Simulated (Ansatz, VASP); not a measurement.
# ZnS (Sphalerite): VASP beside Ansatz

Aim: how closely do two programs agree when they are given the same cell, functional and k mesh?

Main program and level: Ansatz 0.2.0; plane waves, with VASP 6.6.1 beside it; band structure at HSE03 and band structure at PBE-EpsX with an exact-exchange share of 0.17.

## Step 1: The structure

It takes space group F-43m (No. 216, cubic). Conventional cell: a = 5.409 Å, b = 5.409 Å, c = 5.409 Å, α = 90.00°, β = 90.00°, γ = 90.00°. Nearest to Zn lie 4 S at 2.34 Å. Nearest to S lie 4 Zn at 2.34 Å. Farther neighbours and most contacts between anions are not listed.

## Step 2: VASP: band structure, HSE03

The same path points are solved in both programs, so levels can be compared one by one.

Lines of VASP's logs that name or quote its potential files are left out, and so is its time.

The run reads the wave functions of an earlier VASP run, which isn't shown here.

INCAR reads:

```
SYSTEM = ZnS
PREC = Accurate
ENCUT = 400
EDIFF = 1E-06
NELM = 100
ISMEAR = 0
SIGMA = 0.02
LREAL = .FALSE.
ALGO = Normal
LHFCALC = .TRUE.
AEXX = 0.25
GGA = PE
HFSCREEN = 0.3
LASPH = .TRUE.
NBANDS = 15
PRECFOCK = Fast
LORBIT = 11
LWAVE = .FALSE.
LCHARG = .FALSE.
KPAR = 4
```

POSCAR reads:

```
ZnS
1.0
    0.0000000000      2.7046500000      2.7046500000
    2.7046500000      0.0000000000      2.7046500000
    2.7046500000      2.7046500000      0.0000000000
Zn S
1 1
Direct
    0.0000000000      0.0000000000      0.0000000000
    0.2500000000      0.2500000000      0.2500000000
```

KPOINTS reads:

```
Automatic mesh
0
Gamma
5 5 5
0 0 0
```

KPOINTS_OPT reads:

```
Line mode
6
Line-mode
Reciprocal
  0.00000000   0.00000000   0.00000000 GAMMA
  0.50000000   0.00000000   0.50000000 X

  0.50000000   0.00000000   0.50000000 X
  0.50000000   0.25000000   0.75000000 W

  0.50000000   0.25000000   0.75000000 W
  0.37500000   0.37500000   0.75000000 K

  0.37500000   0.37500000   0.75000000 K
  0.00000000   0.00000000   0.00000000 GAMMA

  0.00000000   0.00000000   0.00000000 GAMMA
  0.50000000   0.50000000   0.50000000 L

  0.50000000   0.50000000   0.50000000 L
  0.62500000   0.25000000   0.62500000 U

  0.62500000   0.25000000   0.62500000 U
  0.50000000   0.25000000   0.75000000 W

  0.50000000   0.25000000   0.75000000 W
  0.50000000   0.50000000   0.50000000 L

  0.50000000   0.50000000   0.50000000 L
  0.37500000   0.37500000   0.75000000 K

  0.62500000   0.25000000   0.62500000 U
  0.50000000   0.00000000   0.50000000 X
```

Potentials, in the order of the species: Zn and S (PBE family, release 64).

The run is started by

```console
mpirun -np 4 vasp_std
```

Numbers of over 12 decimals in the logs are rounded to 6 here.

Log:

```text
[banner, memory and clock lines left out]
running    4 mpi-ranks, on    1 nodes
 distrk:  each k-point on    1 cores,    4 groups
 distr:  one band on    1 cores,    1 groups

 POSCAR found type information on POSCAR ZnS
 POSCAR found :  2 types and       2 ions
 LDA part: xc-table for (Slater+PW92), standard interpolation
 found WAVECAR, reading the header
 POSCAR, INCAR and KPOINTS ok, starting setup
 FFT: planning ... GRIDC
 FFT: planning ... GRID_SOFT
 FFT: planning ... GRID
 reading WAVECAR
 the WAVECAR file was read successfully
 initial charge from wavefunction
 entering main loop
       N       E                     dE             d eps       ncg     rms          rms(c)
DAV:   1    -0.816528545221E+01   -0.81653E+01   -0.51373E-01   386   0.268E+01    0.175E+00
DAV:   2    -0.813939204483E+01    0.25893E-01   -0.18370E-01   363   0.937E+00    0.693E-01
DAV:   3    -0.814069331768E+01   -0.13013E-02   -0.17740E-02   377   0.218E+00    0.483E-01
DAV:   4    -0.814066542579E+01    0.27892E-04   -0.16670E-03   384   0.505E-01    0.287E-01
DAV:   5    -0.814063116926E+01    0.34257E-04   -0.12964E-04   401   0.121E-01    0.169E-01
DAV:   6    -0.814061844233E+01    0.12727E-04   -0.20803E-05   335   0.501E-02    0.972E-02
DAV:   7    -0.814061195690E+01    0.64854E-05   -0.21154E-06   314   0.148E-02    0.518E-02
DAV:   8    -0.814060884834E+01    0.31086E-05   -0.75990E-07   234   0.709E-03    0.278E-02
DAV:   9    -0.814060755090E+01    0.12974E-05   -0.34867E-07   178   0.512E-03    0.141E-02
DAV:  10    -0.814060693506E+01    0.61584E-06   -0.12256E-07   171   0.332E-03
   1 F= -.81406069E+01 E0= -.81406069E+01  d E =-.951326E-32
 Start KPOINTS_OPT (optional k-point list driver)
k-point batch [1-10\60]
       N       E                     dE             ncg
DAV:   1     0.166070897925E+03   -0.39481E+04      300
DAV:   2    -0.817740650881E+03   -0.98381E+03      349
DAV:   3    -0.883251721135E+03   -0.65511E+02      356
DAV:   4    -0.884373225693E+03   -0.11215E+01      412
DAV:   5    -0.884385463366E+03   -0.12238E-01      419
DAV:   6    -0.884385654070E+03   -0.19070E-03      398
DAV:   7    -0.884385658161E+03   -0.40915E-05      391
DAV:   8    -0.884385658249E+03   -0.87775E-07      297
[...]
k-point batch [51-60\60]
       N       E                     dE             ncg
DAV:   1     0.129788993246E+03   -0.57976E+04      300
DAV:   2    -0.856963884755E+03   -0.98675E+03      328
DAV:   3    -0.921246012099E+03   -0.64282E+02      356
DAV:   4    -0.922373178048E+03   -0.11272E+01      391
DAV:   5    -0.922385303165E+03   -0.12125E-01      398
DAV:   6    -0.922385495240E+03   -0.19208E-03      398
DAV:   7    -0.922385499286E+03   -0.40461E-05      377
DAV:   8    -0.922385499375E+03   -0.88191E-07      297
```

Parts of OUTCAR (step 2):

```text
ion  position               nearest neighbor table
   1  0.000  0.000  0.000-   2 2.34   2 2.34   2 2.34   2 2.34
   2  0.250  0.250  0.250-   1 2.34   1 2.34   1 2.34   1 2.34

  LATTYP: Found a face centered cubic cell.
 ALAT       =     5.4093000000

 Subroutine GETGRP returns: Found 24 space group operations
 (whereof 24 operations were pure point group operations)

The static configuration has the point symmetry T_d .

 Found     10 irreducible k-points:

   k-points           NKPTS =     10   k-points in BZ     NKDIM =    125   number of bands    NBANDS=     15

   dimension x,y,z NGX =    28 NGY =   28 NGZ =   28
   dimension x,y,z NGXF=    56 NGYF=   56 NGZF=   56

   ENCUT  =  400.0 eV  29.40 Ry    5.42 a.u.   6.24  6.24  6.24*2*pi/ulx,y,z

   NELECT =      18.0000    total number of electrons

 k-points in reciprocal lattice and weights: Automatic mesh
   0.00000000  0.00000000  0.00000000       0.008
   0.20000000  0.00000000  0.00000000       0.064
   0.40000000  0.00000000  0.00000000       0.064
   0.20000000  0.20000000  0.00000000       0.048
   0.40000000  0.20000000  0.00000000       0.192
  -0.40000000  0.20000000  0.00000000       0.192
  -0.20000000  0.20000000  0.00000000       0.096
   0.40000000  0.40000000  0.00000000       0.048
  -0.40000000  0.40000000  0.00000000       0.096
  -0.40000000  0.40000000  0.20000000       0.192

  exchange ACFDT corr.  =         0.00000000  see jH, gK, PRB 81, 115126

 average (electrostatic) potential at core
       1 -28.9000       2 -85.1561

 E-fermi :   1.6395

 k-point     1 :       0.0000    0.0000    0.0000
  band No.  band energies     occupation
    ...
      5      -5.8527      2.00000
      6      -5.8527      2.00000
      7       1.4776      2.00000
      8       1.4776      2.00000
      9       1.4776      2.00000
     10       4.5864      0.00000
     11       8.9269      0.00000
     12       8.9269      0.00000
     13       8.9269      0.00000
     14      14.4107      0.00000
    ...

 k-point     2 :       0.2000    0.0000    0.0000
  band No.  band energies     occupation
    ...
      5      -5.8538      2.00000
      6      -5.8538      2.00000
      7      -0.7729      2.00000
      8       1.1326      2.00000
      9       1.1326      2.00000
     10       5.8721      0.00000
     11       9.0554      0.00000
     12       9.4634      0.00000
     13       9.4634      0.00000
     14      13.4710      0.00000
    ...

 k-point     3 :       0.4000    0.0000    0.0000
  band No.  band energies     occupation
    ...
      5      -5.8344      2.00000
      6      -5.8291      2.00000
      7      -3.4708      2.00000
      8       0.6537      2.00000
      9       0.6537      2.00000
     10       5.8553      0.00000
     11       9.4929      0.00000
     12       9.4929      0.00000
     13      11.0578      0.00000
     14      14.4978      0.00000
    ...

  energy-cutoff  :      400.00
  volume of cell :       39.57
      direct lattice vectors                 reciprocal lattice vectors
     0.000000000  2.704650000  2.704650000    -0.184866803  0.184866803  0.184866803
     2.704650000  0.000000000  2.704650000     0.184866803 -0.184866803  0.184866803
     2.704650000  2.704650000  0.000000000     0.184866803  0.184866803 -0.184866803

 POSITION                                       TOTAL-FORCE (eV/Angst)
 -----------------------------------------------------------------------------------
      0.00000      0.00000      0.00000         0.000000      0.000000      0.000000
      1.35232      1.35232      1.35232        -0.000000     -0.000000     -0.000000
 -----------------------------------------------------------------------------------
    total drift:                                0.000161      0.000093      0.000079

  FREE ENERGIE OF THE ION-ELECTRON SYSTEM (eV)
  ---------------------------------------------------
  free  energy   TOTEN  =        -8.1406069351 eV

  energy  without entropy=       -8.1406069351  energy(sigma->0) =       -8.14060694

 total charge
# of ion       s       p       d       tot
------------------------------------------
    1        0.487   0.468   9.836  10.792
    2        1.308   2.466   0.000   3.774
--------------------------------------------------
tot          1.795   2.935   9.836  14.566

[... 3 further parts left out ...]
```

## Step 3: Ansatz: band structure, HSE03

Ansatz runs on its default PAW (the set named soft_2) files.

The same cell, functional, mesh and smearing now go to Ansatz, which takes its cutoff from its data sets.

input.yaml reads:

```yaml
crystal:
  lattice:
    - [0.0, 2.70465, 2.70465]
    - [2.70465, 0.0, 2.70465]
    - [2.70465, 2.70465, 0.0]
  atoms:
    - { symbol: Zn, position: [0.0, 0.0, 0.0] }
    - { symbol: S, position: [0.25, 0.25, 0.25] }
hamiltonian:
  xc: { exchange: pbe, correlation: pbe, exx: { coeff: 0.25, omega: 0.3 } }
  pseudopotentials: { kind: paw }
kpoints:
  mp_grid: { grid: [5, 5, 5] }
  band_path:
    path:
      - [0.0, 0.0, 0.0]
      - [0.5, 0.0, 0.5]
      - [0.5, 0.2, 0.7]
      - [0.4, 0.35, 0.75]
      - [0.15, 0.15, 0.3]
      - [0.2, 0.2, 0.2]
      - [0.55, 0.4, 0.55]
      - [0.6, 0.25, 0.65]
      - [0.5, 0.25, 0.75]
      - [0.5, 0.5, 0.5]
      - [0.375, 0.375, 0.75]
      - [0.5, 0.0, 0.5]
    npoints: 1
scf:
  occupations: { method: gaussian, width: 0.02 }
  n_extra_bands: 7
output:
  forces: true
  stress: true
  eigenvalues: true
  write_density: true
  write_potential: true
  elf: true
  volumetric_format: npy
```

The run is started by

```console
ansatz run input.yaml --threads 4 --pin off --max-ram 9216MiB --backend cpu --events-out ev --progress --plain --runs-dir out
```

Log:

```text
Warning: output.stress: scf.convergence.dr2_threshold = 1e-7 eV (the SCF's general default) is looser than the 2e-10 eV advised for a printed stress (1e-10 eV for each atom of the cell: 2). What an SCF threshold leaves in a stress goes as its square root, and in the free energy as the threshold itself, and one threshold admits the most on a small cell: [figures from the program's tests cut] Set scf.convergence.dr2_threshold to 2e-10 eV or tighter. The threshold is an SCF's pass mark: one that does not reach it within its budget of iterations ends unconverged, or closes short of it on a stop that the run arms, and scf.convergence.dr2_threshold's page says what that costs each kind of run
Warning: output.stress: scf.exx.energy_threshold = 1e-6 eV is looser than the 2e-8 eV advised for a stress under a hybrid functional (1e-8 eV for each atom of the cell: 2). Every SCF of the exchange loop can meet its threshold on dr2 while the loop round them stops early: no threshold on dr2 bounds what that leaves in the stress. Set scf.exx.energy_threshold to 2e-8 eV or tighter. The threshold is the loop's pass mark: a loop that does not reach it within its budget of cycles ends unconverged, and scf.exx.energy_threshold's page has the law
scf.n_extra_bands = 7 over 9 filled bands (N_el = 18.0): the run solves 16 bands
Engine: ansatz 0.2.0, aarch64-unknown-linux-gnu
Pseudopotentials: kind: paw
Pseudopotential: Zn, paw, valence charge 12, recommended cutoff 420 eV (normal), Zn.paw.azcp
Pseudopotential: S, paw, valence charge 6, recommended cutoff 420 eV (normal), S.paw.azcp
Functional definition: unnamed
  parameter a_1 = 0.25
  parameter omega_1 = 0.3/angstrom
  exchange = pbe_x + (-a_1)*pbe_x_sr(omega_1) + a_1*exact_x_sr(omega_1)
  correlation = pbe_c
Crystal: 2 atoms, lattice volume = 39.570 Å³
Basis set: ecut = 420 eV, 749 PW (Γ), exchange–correlation on 54×54×54 points (8 copies of the dense FFT grid, shifted against one another)
Bands: 16, of which v1, the nominal top of the filled ones, is band 9 counted from 1 (8 counted from 0)
Symmetry: 24 space group operations
Space group: F-43m (ITA 216), of the structure as read, at distance tolerance 3.4e-5 Å
k-points: 10 of 125 (time reversal used)
Non-local potential: Zn, projectors of the file, l = 0: 2, l = 1: 2, l = 2: 3, l = 3: 1
Non-local potential: S, projectors of the file, l = 0: 2, l = 1: 2, l = 2: 2
PAW form: soft (Blöchl's): semilocal exchange-correlation on the pseudo side does not see the compensation charge
PAW frozen core: Zn, regenerated for the run's functional, and the local potential with it (the file was generated under x = pbe(κ = 0.804, μ = 0.219515), c = pbe(β = 0.066725))
PAW frozen core: S, regenerated for the run's functional, and the local potential with it (the file was generated under x = pbe(κ = 0.804, μ = 0.219515), c = pbe(β = 0.066725))
PAW one-centre angular grid: Zn, 590 points (default); XC on 64 Gauss nodes
PAW one-centre angular grid: S, 110 points (default); XC on 64 Gauss nodes
Initial density: superposition of atomic densities (neutral atoms: chi_scale 0, normalization atom), corrected by the library's trained network
Initial wavefunctions: pseudopotential atomic-orbital guess
Functional: x = pbe(κ = 0.804, μ = 0.219515), c = pbe(β = 0.066725), warm-up for x = pbe(κ = 0.804, μ = 0.219515) + 0.25 (exact − pbe) at short range (hse, ω = 0.3 Å⁻¹), c = pbe(β = 0.066725)
SCF iter   1: F=—  HF=-4222.720520 eV  |F-HF|=—  |Δ(HF+E_count)|=         —  Δρ=1.63e-3  dr2=9.64e-4  ethr=1.77e-3  ⟨swp⟩=10.3  Hψ=848  notcnv=0
preconditioner: auto → none  [insulator: Δε(μ)=2.095 eV  Ē_g=14.770 eV  σ=0.020 eV  W_gap=1.00  n_scr=14 (ndim 8)  ℏωp=25.0 eV  f_vac=0.029  D(μ)=0.00/eV (n_scr^D=0)]
SCF iter   2: F=—  HF=-4222.720193 eV  |F-HF|=—  |Δ(HF+E_count)|=   3.27e-4  Δρ=1.37e-3  dr2=4.81e-4  ethr=5.36e-6  ⟨swp⟩=4.5  Hψ=532  notcnv=0  defer=2
iter 3 solved again at ethr=1.90e-8 eV; its pass at ethr=2.67e-6 eV (dr2=3.42e-6 eV) is discarded
SCF iter   3: F=-4222.720028 eV  HF=-4222.719993 eV  |F-HF|=3.49e-5  |Δ(HF+E_count)|=   2.00e-4  Δρ=1.65e-4  dr2=3.75e-6  ethr=1.90e-8  ⟨swp⟩=3.1  Hψ=657  notcnv=0
SCF 1 stopped early in 3 iterations: F = -4222.720028 eV  dr2 = 3.75e-6
  greatest PAW one-centre occupation: 0.983 electrons in one spin orbital (limit 2), on the Zn atom at site 0 (counted from 0), in its partial waves of l = 2
Initial density: handed on by an earlier stage of this run
Initial wavefunctions: those handed on with the density
Functional: x = pbe(κ = 0.804, μ = 0.219515) + 0.25 (exact − pbe) at short range (hse, ω = 0.3 Å⁻¹), c = pbe(β = 0.066725)
Exchange kernel: α = 0.2500, screened, ω = 0.3000 Å⁻¹, Wigner–Seitz truncation, v(0) = 502.6285 eV·Å³, q-mesh 5×5×5, nearest image of the exchange supercell L = 19.12 Å, pair-density grid 15×15×15, without the augmentation charges, whose exchange is taken in its separable form by FFT convolution over the k-point mesh (sized by the pseudopotential files, 24×24×24 at the most), smooth part of the exact exchange by density-matrix convolution
Frozen-core exchange: fock
SCF iter   1: F=—  HF=-4223.373809 eV  |F-HF|=—  |Δ(HF+E_count)|=         —  Δρ=2.22e-2  dr2=1.03e-1  ethr=2.08e-7  ⟨swp⟩=8.4  Hψ=896  notcnv=0
preconditioner: auto → none  [insulator: Δε(μ)=3.107 eV  Ē_g=17.206 eV  σ=0.020 eV  W_gap=1.00  n_scr=14 (ndim 8)  ℏωp=25.0 eV  f_vac=0.029  D(μ)=0.00/eV (n_scr^D=0)]
SCF iter   2: F=—  HF=-4223.346134 eV  |F-HF|=—  |Δ(HF+E_count)|=   2.77e-2  Δρ=3.85e-3  dr2=7.34e-3  ethr=2.08e-7  ⟨swp⟩=5.0  Hψ=668  notcnv=0
SCF iter   3: F=—  HF=-4223.338754 eV  |F-HF|=—  |Δ(HF+E_count)|=   7.38e-3  Δρ=3.32e-3  dr2=2.64e-3  ethr=2.08e-7  ⟨swp⟩=4.9  Hψ=592  notcnv=0
SCF iter   4: F=—  HF=-4223.338630 eV  |F-HF|=—  |Δ(HF+E_count)|=   1.24e-4  Δρ=5.54e-4  dr2=1.00e-3  ethr=2.08e-7  ⟨swp⟩=4.0  Hψ=415  notcnv=0
SCF iter   5: F=—  HF=-4223.346258 eV  |F-HF|=—  |Δ(HF+E_count)|=   7.63e-3  Δρ=1.75e-3  dr2=6.53e-4  ethr=2.08e-7  ⟨swp⟩=4.4  Hψ=548  notcnv=0
SCF iter   6: F=—  HF=-4223.346021 eV  |F-HF|=—  |Δ(HF+E_count)|=   2.37e-4  Δρ=1.04e-4  dr2=1.40e-5  ethr=2.08e-7  ⟨swp⟩=4.0  Hψ=422  notcnv=0
SCF iter   7: F=-4223.346090 eV  HF=-4223.346096 eV  |F-HF|=6.07e-6  |Δ(HF+E_count)|=   7.45e-5  Δρ=1.89e-4  dr2=8.02e-6  ethr=1.88e-8  ⟨swp⟩=4.2  Hψ=411  notcnv=0
SCF 2 stopped early in 7 iterations: F = -4223.346090 eV  dr2 = 8.02e-6
  greatest PAW one-centre occupation: 0.986 electrons in one spin orbital (limit 2), on the Zn atom at site 0 (counted from 0), in its partial waves of l = 2
hybrid outer 1: dexx = +7.718e-3 eV, tail = 5.47e-5 eV
Exchange kernel: α = 0.2500, screened, ω = 0.3000 Å⁻¹, Wigner–Seitz truncation, v(0) = 502.6285 eV·Å³, q-mesh 5×5×5, nearest image of the exchange supercell L = 19.12 Å, pair-density grid 15×15×15, without the augmentation charges, whose exchange is taken in its separable form by FFT convolution over the k-point mesh (sized by the pseudopotential files, 24×24×24 at the most), smooth part of the exact exchange by density-matrix convolution
Frozen-core exchange: fock
SCF iter   1: F=—  HF=-4223.345552 eV  |F-HF|=—  |Δ(HF+E_count)|=         —  Δρ=8.25e-5  dr2=1.90e-6  ethr=1.52e-6  ⟨swp⟩=4.1  Hψ=347  notcnv=0
preconditioner: auto → none  [insulator: Δε(μ)=3.120 eV  Ē_g=16.911 eV  σ=0.020 eV  W_gap=1.00  n_scr=14 (ndim 8)  ℏωp=25.0 eV  f_vac=0.030  D(μ)=0.00/eV (n_scr^D=0)]
SCF iter   2: F=—  HF=-4223.345554 eV  |F-HF|=—  |Δ(HF+E_count)|=   2.27e-6  Δρ=3.62e-5  dr2=4.47e-7  ethr=8.84e-9  ⟨swp⟩=4.1  Hψ=400  notcnv=0  defer=1
SCF iter   3: F=—  HF=-4223.345554 eV  |F-HF|=—  |Δ(HF+E_count)|=   6.35e-8  Δρ=9.33e-6  dr2=1.88e-8  ethr=2.02e-9  ⟨swp⟩=2.3  Hψ=256  notcnv=0  defer=1
SCF iter   4: F=-4223.345554 eV  HF=-4223.345554 eV  |F-HF|=2.64e-11  |Δ(HF+E_count)|=   2.61e-9  Δρ=1.70e-6  dr2=4.98e-9  ethr=7.84e-11  ⟨swp⟩=3.6  Hψ=422  notcnv=0  defer=2
SCF 3 converged in 4 iterations: F = -4223.345554 eV  dr2 = 4.98e-9
  Residual-converged pass: ⟨swp⟩=2.5  Hψ=256  notcnv=0  max |occ|·‖R‖ = 2.4e-6 eV (tolerance 2.4e-6 eV)  dr2=4.97e-9  dr2_onsite=3.19e-10  max |Δocc| = 0.0e0
hybrid outer 2: dexx = +1.476e-6 eV, tail = 1.78e-8 eV, Δε = 2.35e-3 eV (about 5.33e-5 eV left of the loop's levels)
NSCF: frozen V_eff on 12 k-points
hybrid SCF converged: 2 outer / 11 inner (+3 warm-up), last move |dexx| = 1.48e-6 eV, tail = 1.78e-8 eV
Stability not checked: this state was not tested for a lower state beside it, because the functional holds exact exchange (a hybrid, or Hartree-Fock), whose exchange loop this test does not read (fock_operator; see scf.lower_state_search)
Free energy (F): -4223.345554 eV
Frozen-core exchange: fock
Harris-Foulkes:  -4223.345554 eV  (|F-HF|=2.64e-11)
Internal energy: -4223.345554 eV  (E = F + TS)
E sigma→0 (E₀):  -4223.345554 eV
Fermi energy:    6.695590 eV
--- Per-component energies (eV) ---
  E_band       = -24.430991
  E_kinetic    = 237.777783
  E_local      = -2053.014300  (includes V_loc(G=0)·N_el)
  E_nonlocal   = 647.327493
  E_hartree    = 863.331691
  E_xc         = -189.497119
  E_vxc        = -113.445251  (∫ρ·V_xc dr)
  E_exx        = -50.090655  (= α·E_x^exact, valence–valence)
  E_paw        = -2427.546571  (= ΣΔE_a)
  E_vpaw       = -369.557841  (= ΣTr[D̂ρ^β])
  E_aug_tail   = -0.000361  (compensation charges beyond the density's cutoff)
  E_ewald      = -1252.151240
  E_core_change = 0.517725  (= ΣΔE_core)
  E_smearing   = -0.000000  (= −TS)
  E_closure    = -0.000001  (closes the sum)
  Σ components = -4223.345554   (vs F -4223.345554, Δ=0.00e0)
--- Forces (eV/Å), atoms counted from 1 ---
  atom   1  Zn     0.00000000    -0.00000000     0.00000000
  atom   2  S     -0.00000000     0.00000000    -0.00000000
  max |Σ_I F_I| component: 1.85e-17 eV/Å
--- Stress (GPa, compression-positive) ---
        0.893594       0.000000      -0.000000
       -0.000000       0.893594       0.000000
       -0.000000       0.000000       0.893594
  P = ⅓ Tr σ = 0.8936 GPa (8.936 kbar)
--- Band table (eV; the first three rows and the last of 10) ---
  k-point 0: bands = [... 5 lower, -2.2559, 5.1353, 5.1353, 5.1353, 8.2557, 12.5925, 12.5925, 12.5925, ... 3 higher]
  k-point 1: bands = [... 5 lower, -2.2571, 2.8879, 4.7917, 4.7917, 9.5430, 12.7117, 13.1248, 13.1248, ... 3 higher]
  k-point 2: bands = [... 5 lower, -2.2264, 0.1930, 4.3146, 4.3146, 9.5291, 13.1503, 13.1503, 14.7088, ... 3 higher]
  k-point 9: bands = [... 5 lower, -1.9397, 0.4871, 2.1855, 3.0166, 11.5086, 11.9960, 13.3446, 16.1384, ... 3 higher]
```

It took 21 s on 4 threads of Arm Neoverse V1, shared host; peak memory 0.75 GiB.

Reading the cycles: dr2 is the Hartree energy of the density residual (eV), the measure of convergence; HF is the Harris–Foulkes estimate of the energy, which meets the free energy F at convergence.

[end of part 1 of 2]

[Lines on the potential files, build, host, timing and source positions are cut from VASP's logs without a mark.]

[Logs are printed without paths, hosts, clocks, repeated set-up lines and the standing remarks that a program may print on its own settings, such as how far it seeks lower states.]

[Hosts, paths, dates, database ids (printed as entryN), source tags and the programs' standing remarks are cut or masked in the printed files.]
